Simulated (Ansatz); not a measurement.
# Aluminium, fcc under PBE: convergence with the k-point mesh, part 2 of 2

How fine must the k-point mesh be for energy and pressure to settle? The geometry was relaxed under PBE beforehand and stays fixed; 8 values are run, from 2×2×2 to 19×19×19. Wanted are the values from which on the energy stays within 10 and 1 meV/atom, and the pressure within 0.5 GPa, of the last run. Within the series other settings stay, but some runs also write fields, which adds to their time. Spin polarisation is left out.

Ansatz 0.2.0; DFT PBE, plane waves with PAW, scalar-relativistic. Earlier steps stand in the parts before.

**7. With a k-mesh of 11×11×11**

The run at 11×11×11.

The input, input.yaml:

```yaml
crystal:
  lattice:
    - [0.0, 2.0199630948, 2.0199630948]
    - [2.0199630948, 0.0, 2.0199630948]
    - [2.0199630948, 2.0199630948, 0.0]
  atoms:
    - { symbol: Al, position: [0.0, 0.0, 0.0] }
hamiltonian:
  xc: pbe
  pseudopotentials:
    kind: paw
    azcp:
      Al: "pseudopotentials/Al.paw.azcp"
basis:
  ecutwfc: 420
  fft_grid_basis: typed
kpoints:
  mp_grid: { grid: [11, 11, 11], shift: [0, 0, 0] }
magnetization:
  spin_polarized: false
scf:
  occupations: { method: fermi_dirac, width: 0.1 }
  lower_state_search: "off"
output:
  stress: true
  write_density: true
  write_potential: true
  elf: true
  volumetric_format: npy
```

The run is started by

```sh
$ ansatz run input.yaml --threads 1 --pin off --max-ram 3584MiB --backend cpu --events-out ev --progress --plain --runs-dir out
```

The program printed:

```text
Engine: ansatz 0.2.0, x86_64-unknown-linux-gnu
Pseudopotentials: kind: paw
Pseudopotential: Al, paw, valence charge 3, recommended cutoff 420 eV (normal), <dir>
Functional definition: PBE
  parameter kappa = 0.804
  parameter beta = 0.06672455060314922
  exchange = pbe_x(kappa = kappa, mu = beta*pi^2/3)
  correlation = pbe_c(beta = beta)
Crystal: 1 atoms, lattice volume = 16.484 Å³
Basis set: ecut = 420 eV, 331 PW (Γ)
Bands: 6, of which v1, the nominal top of the filled ones, is band 2 counted from 1 (1 counted from 0)
Symmetry: 48 space group operations
Space group: Fm-3m (ITA 225), of the structure as read, at distance tolerance 2.5e-5 Å
k-points: 56 of 1331
Non-local potential: Al, projectors of the file, l = 0: 2, l = 1: 2, l = 2: 1
PAW form: soft (Blöchl's): semilocal exchange-correlation on the pseudo side does not see the compensation charge
PAW one-centre angular grid: Al, 110 points (default); XC on 64 Gauss nodes
Initial density: superposition of atomic densities (neutral atoms: chi_scale 0, normalization atom), corrected by the library's trained network
Initial wavefunctions: pseudopotential atomic-orbital guess
Functional: x = pbe(κ = 0.804, μ = 0.2195149727645171), c = pbe(β = 0.06672455060314922)
SCF iter   1: F=—  HF=-537.517384 eV  |F-HF|=—  |Δ(HF+E_count)|=         —  Δρ=4.92e-4  dr2=1.49e-5  ethr=1.77e-3  ⟨swp⟩=4.8  Hψ=2832  notcnv=0
preconditioner: auto → none  [metal: Δε(μ)=0.033 eV  Ē_g=13.215 eV  σ=0.100 eV  W_gap=0.08  n_scr=0 (ndim 8)  ℏωp=15.8 eV  f_vac=0.000  D(μ)=0.39/eV (n_scr^D=0)]
SCF iter   2: F=—  HF=-537.517395 eV  |F-HF|=—  |Δ(HF+E_count)|=   1.17e-5  Δρ=2.55e-4  dr2=4.21e-6  ethr=4.97e-7  ⟨swp⟩=2.1  Hψ=857  notcnv=0
iter 3 did not close the SCF: its close was put off for the readings that it lacked (scf_convergence_deferred on its scf_iter line)
SCF iter   3: F=-537.517404 eV  HF=-537.517404 eV  |F-HF|=8.21e-9  |Δ(HF+E_count)|=   8.63e-6  Δρ=1.54e-5  dr2=4.11e-8  ethr=1.40e-7  ⟨swp⟩=1.6  Hψ=364  notcnv=0
iter 4 did not close the SCF: its close was put off for the readings that it lacked (scf_convergence_deferred on its scf_iter line)
SCF iter   4: F=-537.517404 eV  HF=-537.517404 eV  |F-HF|=8.78e-10  |Δ(HF+E_count)|=   8.62e-9  Δρ=5.71e-6  dr2=5.39e-9  ethr=1.37e-9  ⟨swp⟩=1.0  Hψ=320  notcnv=0
iter 5 did not close the SCF: its close was put off for the readings that it lacked (scf_convergence_deferred on its scf_iter line)
SCF iter   5: F=-537.517404 eV  HF=-537.517404 eV  |F-HF|=3.51e-11  |Δ(HF+E_count)|=  7.73e-10  Δρ=8.83e-7  dr2=1.47e-10  ethr=1.80e-10  ⟨swp⟩=1.0  Hψ=318  notcnv=0
SCF iter   6: F=-537.517404 eV  HF=-537.517404 eV  |F-HF|=1.93e-12  |Δ(HF+E_count)|=  2.96e-11  Δρ=2.13e-7  dr2=8.46e-12  ethr=4.92e-12  ⟨swp⟩=3.8  Hψ=1215  notcnv=0
SCF 1 converged in 6 iterations: F = -537.517404 eV  dr2 = 8.46e-12
SCF converged after 6 iterations
Free energy (F): -537.517404 eV
Harris-Foulkes:  -537.517404 eV  (|F-HF|=1.93e-12)
Internal energy: -537.505036 eV  (E = F + TS)
E sigma→0 (E₀):  -537.511220 eV
Entropy (-TS):   -0.012368 eV (-12.368 meV/atom)
Fermi energy:    7.972604 eV
--- Per-component energies (eV) ---
  E_band       = 10.587488
  E_kinetic    = 22.768978
  E_local      = 9.907179  (includes V_loc(G=0)·N_el)
  E_nonlocal   = 10.330951
  E_hartree    = 0.103097
  E_xc         = -39.738476
  E_vxc        = -28.964526  (∫ρ·V_xc dr)
  E_paw        = -467.337858  (= ΣΔE_a)
  E_vpaw       = -3.661287  (= ΣTr[D̂ρ^β])
  E_aug_tail   = -0.000002  (compensation charges beyond the density's cutoff)
  E_ewald      = -73.538905
  E_smearing   = -0.012368  (= −TS)
  E_closure    = 0.000000  (closes the sum)
  Σ components = -537.517404   (vs F -537.517404, Δ=0.00e0)
--- Stress (GPa, compression-positive) ---
        0.151474      -0.000000       0.000000
        0.000000       0.151474      -0.000000
       -0.000000       0.000000       0.151474
  P = ⅓ Tr σ = 0.1515 GPa (1.515 kbar)
--- Band table (eV; the first three rows and the last of 56) ---
  k-point 0: bands = ["-3.1796", "20.4812", "20.4812", "20.4812", "22.0830", "22.0830"]
  k-point 1: bands = ["-2.9551", "17.6219", "19.8793", "19.8793", "22.7243", "23.0213"]
  k-point 2: bands = ["-2.2834", "13.9854", "19.1679", "19.1679", "22.4848", "23.7971"]
  k-point 55: bands = ["6.5600", "6.8157", "8.2301", "10.1282", "21.8443", "24.6963"]
```

Wall time 1.2 s (1 thread of Intel Xeon Platinum 8259CL at 2.50GHz (Skylake/Cascade Lake), shared host); peak memory 0.44 GiB.

**8. With a k-mesh of 14×14×14**

The run at 14×14×14.

Changes to input.yaml since step 7:

```diff
@@ -17,3 +17,3 @@
 kpoints:
-  mp_grid: { grid: [11, 11, 11], shift: [0, 0, 0] }
+  mp_grid: { grid: [14, 14, 14], shift: [0, 0, 0] }
 magnetization:
@@ -25,5 +25 @@
   stress: true
-  write_density: true
-  write_potential: true
-  elf: true
-  volumetric_format: npy
```

The run is started by

```sh
$ ansatz run input.yaml --threads 1 --pin off --max-ram 3584MiB --backend cpu --events-out ev --progress --plain --runs-dir out
```

The program printed:

```text
[... 8 set-up lines as earlier in the session ...]
Crystal: 1 atoms, lattice volume = 16.484 Å³
Basis set: ecut = 420 eV, 331 PW (Γ)
Bands: 6, of which v1, the nominal top of the filled ones, is band 2 counted from 1 (1 counted from 0)
[... 2 set-up lines as earlier in the session ...]
k-points: 104 of 2744
[... 6 set-up lines as earlier in the session ...]
SCF iter   1: F=—  HF=-537.502866 eV  |F-HF|=—  |Δ(HF+E_count)|=         —  Δρ=4.82e-4  dr2=1.26e-5  ethr=1.77e-3  ⟨swp⟩=4.7  Hψ=5262  notcnv=0
preconditioner: auto → none  [metal: Δε(μ)=0.051 eV  Ē_g=13.197 eV  σ=0.100 eV  W_gap=0.13  n_scr=0 (ndim 8)  ℏωp=15.8 eV  f_vac=0.000  D(μ)=0.49/eV (n_scr^D=0)]
SCF iter   2: F=—  HF=-537.502890 eV  |F-HF|=—  |Δ(HF+E_count)|=   2.41e-5  Δρ=2.55e-4  dr2=4.16e-6  ethr=4.19e-7  ⟨swp⟩=2.0  Hψ=1597  notcnv=0
iter 3 did not close the SCF: its close was put off for the readings that it lacked (scf_convergence_deferred on its scf_iter line)
SCF iter   3: F=-537.502901 eV  HF=-537.502901 eV  |F-HF|=1.78e-8  |Δ(HF+E_count)|=   1.14e-5  Δρ=2.11e-5  dr2=8.19e-8  ethr=1.39e-7  ⟨swp⟩=1.8  Hψ=726  notcnv=0
iter 4 did not close the SCF: its close was put off for the readings that it lacked (scf_convergence_deferred on its scf_iter line)
SCF iter   4: F=-537.502901 eV  HF=-537.502901 eV  |F-HF|=2.85e-9  |Δ(HF+E_count)|=   1.37e-8  Δρ=7.69e-6  dr2=1.07e-8  ethr=2.73e-9  ⟨swp⟩=1.0  Hψ=594  notcnv=0
iter 5 did not close the SCF: its close was put off for the readings that it lacked (scf_convergence_deferred on its scf_iter line)
SCF iter   5: F=-537.502901 eV  HF=-537.502901 eV  |F-HF|=1.35e-11  |Δ(HF+E_count)|=   2.53e-9  Δρ=5.07e-7  dr2=4.95e-11  ethr=3.57e-10  ⟨swp⟩=1.0  Hψ=594  notcnv=0
SCF iter   6: F=-537.502901 eV  HF=-537.502901 eV  |F-HF|=1.59e-12  |Δ(HF+E_count)|=  5.80e-12  Δρ=1.41e-7  dr2=3.85e-12  ethr=1.65e-12  ⟨swp⟩=1.0  Hψ=1560  notcnv=0
SCF 1 converged in 6 iterations: F = -537.502901 eV  dr2 = 3.85e-12
SCF converged after 6 iterations
Free energy (F): -537.502901 eV
Harris-Foulkes:  -537.502901 eV  (|F-HF|=1.59e-12)
Internal energy: -537.487097 eV  (E = F + TS)
E sigma→0 (E₀):  -537.494999 eV
Entropy (-TS):   -0.015805 eV (-15.805 meV/atom)
Fermi energy:    7.937325 eV
--- Per-component energies (eV) ---
  E_band       = 10.605343
  E_kinetic    = 22.796947
  E_local      = 9.924077  (includes V_loc(G=0)·N_el)
  E_nonlocal   = 10.296253
  E_hartree    = 0.103723
  E_xc         = -39.734816
  E_vxc        = -28.962154  (∫ρ·V_xc dr)
  E_paw        = -467.334373  (= ΣΔE_a)
  E_vpaw       = -3.657226  (= ΣTr[D̂ρ^β])
  E_aug_tail   = -0.000002  (compensation charges beyond the density's cutoff)
  E_ewald      = -73.538905
  E_smearing   = -0.015805  (= −TS)
  E_closure    = 0.000000  (closes the sum)
  Σ components = -537.502901   (vs F -537.502901, Δ=0.00e0)
--- Stress (GPa, compression-positive) ---
       -0.044565       0.000000       0.000000
        0.000000      -0.044565       0.000000
        0.000000       0.000000      -0.044565
  P = ⅓ Tr σ = -0.0446 GPa (-0.446 kbar)
```

Run time: 0.87 s. Hardware: 1 thread of Intel Xeon Platinum 8259CL at 2.50GHz (Skylake/Cascade Lake), shared host; peak memory 0.44 GiB.

**9. With a k-mesh of 19×19×19**

The run at 19×19×19.

Changes to input.yaml since step 8:

```diff
@@ -17,3 +17,3 @@
 kpoints:
-  mp_grid: { grid: [14, 14, 14], shift: [0, 0, 0] }
+  mp_grid: { grid: [19, 19, 19], shift: [0, 0, 0] }
 magnetization:
```

The run is started by

```sh
$ ansatz run input.yaml --threads 1 --pin off --max-ram 3584MiB --backend cpu --events-out ev --progress --plain --runs-dir out
```

The program printed:

```text
[... 8 set-up lines as earlier in the session ...]
Crystal: 1 atoms, lattice volume = 16.484 Å³
Basis set: ecut = 420 eV, 331 PW (Γ)
Bands: 6, of which v1, the nominal top of the filled ones, is band 2 counted from 1 (1 counted from 0)
[... 2 set-up lines as earlier in the session ...]
k-points: 220 of 6859
[... 6 set-up lines as earlier in the session ...]
SCF iter   1: F=—  HF=-537.506255 eV  |F-HF|=—  |Δ(HF+E_count)|=         —  Δρ=4.61e-4  dr2=9.55e-6  ethr=1.77e-3  ⟨swp⟩=4.7  Hψ=11169  notcnv=0
preconditioner: auto → none  [metal: Δε(μ)=0.069 eV  Ē_g=13.204 eV  σ=0.100 eV  W_gap=0.17  n_scr=0 (ndim 8)  ℏωp=15.8 eV  f_vac=0.000  D(μ)=0.50/eV (n_scr^D=0)]
SCF iter   2: F=—  HF=-537.506274 eV  |F-HF|=—  |Δ(HF+E_count)|=   1.88e-5  Δρ=2.39e-4  dr2=2.79e-6  ethr=3.18e-7  ⟨swp⟩=2.0  Hψ=3372  notcnv=0
iter 3 did not close the SCF: its close was put off for the readings that it lacked (scf_convergence_deferred on its scf_iter line)
SCF iter   3: F=-537.506285 eV  HF=-537.506285 eV  |F-HF|=1.32e-8  |Δ(HF+E_count)|=   1.05e-5  Δρ=1.68e-5  dr2=5.11e-8  ethr=9.30e-8  ⟨swp⟩=2.0  Hψ=1585  notcnv=0
iter 4 did not close the SCF: its close was put off for the readings that it lacked (scf_convergence_deferred on its scf_iter line)
SCF iter   4: F=-537.506285 eV  HF=-537.506285 eV  |F-HF|=1.61e-9  |Δ(HF+E_count)|=   1.06e-8  Δρ=6.31e-6  dr2=7.04e-9  ethr=1.70e-9  ⟨swp⟩=1.0  Hψ=1260  notcnv=0
iter 5 did not close the SCF: its close was put off for the readings that it lacked (scf_convergence_deferred on its scf_iter line)
SCF iter   5: F=-537.506285 eV  HF=-537.506285 eV  |F-HF|=5.35e-11  |Δ(HF+E_count)|=   1.41e-9  Δρ=9.93e-7  dr2=1.89e-10  ethr=2.35e-10  ⟨swp⟩=1.0  Hψ=1260  notcnv=0
SCF iter   6: F=-537.506285 eV  HF=-537.506285 eV  |F-HF|=2.16e-12  |Δ(HF+E_count)|=  4.32e-11  Δρ=2.11e-7  dr2=8.56e-12  ethr=6.31e-12  ⟨swp⟩=1.0  Hψ=3180  notcnv=0
SCF 1 converged in 6 iterations: F = -537.506285 eV  dr2 = 8.56e-12
SCF converged after 6 iterations
Free energy (F): -537.506285 eV
Harris-Foulkes:  -537.506285 eV  (|F-HF|=2.16e-12)
Internal energy: -537.490475 eV  (E = F + TS)
E sigma→0 (E₀):  -537.498380 eV
Entropy (-TS):   -0.015809 eV (-15.809 meV/atom)
Fermi energy:    7.964442 eV
--- Per-component energies (eV) ---
  E_band       = 10.602495
  E_kinetic    = 22.791420
  E_local      = 9.914753  (includes V_loc(G=0)·N_el)
  E_nonlocal   = 10.311466
  E_hartree    = 0.103934
  E_xc         = -39.736555
  E_vxc        = -28.963452  (∫ρ·V_xc dr)
  E_paw        = -467.336588  (= ΣΔE_a)
  E_vpaw       = -3.659561  (= ΣTr[D̂ρ^β])
  E_aug_tail   = -0.000002  (compensation charges beyond the density's cutoff)
  E_ewald      = -73.538905
  E_smearing   = -0.015809  (= −TS)
  E_closure    = 0.000000  (closes the sum)
  Σ components = -537.506285   (vs F -537.506285, Δ=0.00e0)
--- Stress (GPa, compression-positive) ---
        0.080017       0.000000       0.000000
       -0.000000       0.080017       0.000000
        0.000000       0.000000       0.080017
  P = ⅓ Tr σ = 0.0800 GPa (0.800 kbar)
```

It took 1.7 s on 1 thread of Intel Xeon Platinum 8259CL at 2.50GHz (Skylake/Cascade Lake), shared host; peak memory 0.46 GiB.

**10. Convergence table**

Differences are taken from the run at 19×19×19.

| k-mesh | k-points | E(σ → 0) (meV/atom) | P (GPa) | SCF cycles | CPU time |
| --- | --- | --- | --- | --- | --- |
| 2×2×2 | 3 | -676.44 | -5.25 | 6 | 0.38 s |
| 4×4×4 | 8 | 277.47 | 1.05 | 6 | 0.4 s |
| 5×5×5 | 10 | 51.85 | 1.76 | 6 | 0.41 s |
| 7×7×7 | 20 | -51.92 | -0.24 | 6 | 0.63 s |
| 8×8×8 | 29 | 0.64 | 0.17 | 6 | 0.42 s |
| 11×11×11 | 56 | -12.84 | 0.15 | 6 | 1.2 s |
| 14×14×14 | 104 | 3.38 | -0.04 | 6 | 0.86 s |
| 19×19×19 | 220 | 0.00 | 0.08 | 6 | 1.7 s |

**11. Results**

This closing draws on all 2 parts.

```
                                           quantity                        value
      E(σ → 0) stays within 10 meV/atom of 19×19×19             from 14×14×14 on
                   E(σ → 0) stays within 1 meV/atom  not reached before 19×19×19
                      pressure stays within 0.5 GPa                from 7×7×7 on
                               pressure at 19×19×19                     0.08 GPa
                    CPU time, dearest over cheapest                          4.5
energy of a separate run on a finer mesh (22×22×22)  -5.6 meV/atom from 19×19×19
```

**Reading.** At 2×2×2 the energy differs by -676.4 meV/atom and the pressure by -5.3 GPa. Convergence in k is not monotonic; the energy swings about its limit. The energy has not settled to 1 meV/atom before the last mesh. Metals converge slowly, as the Fermi surface must be resolved. The yardstick itself is unsettled by 5.6 meV/atom against the finer mesh, so the thresholds above hold only within this series.
